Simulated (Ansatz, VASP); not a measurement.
# Two plane-wave programs on Ti

```
CELL_PARAMETERS angstrom
-1.62589 1.62589 1.62589
1.62589 -1.62589 1.62589
1.62589 1.62589 -1.62589
ATOMIC_POSITIONS crystal
Ti 0.00000 0.00000 0.00000
```

This isn't the form of Ti at room conditions, which is hcp.

Alike in both runs: task single point; functional r2SCAN; k mesh 18 × 18 × 18; occupations gaussian, width 0.1 eV; no spin polarisation.

|  | VASP | Ansatz |
| --- | --- | --- |
| version | VASP 6.6.1 | Ansatz 0.2.0 |
| potentials or method | VASP PAW PBE potentials, release 64 (Ti_sv) | scalar-relativistic, plane waves, PAW |
| plane-wave cutoff (eV) | 520 | 500 |
| valence electrons in the cell | 12 | 12 |

```csv
,VASP,Ansatz,Ansatz less VASP
gap on the k mesh at the Fermi level (eV),none,none,-
pressure (GPa),0.4,0.0,-0.43
```

A gap of «none» marks a metal or a gap that the smearing closes.

Caveats: the PAW data sets were made with another functional, which shifts forces and pressure a little (VASP).
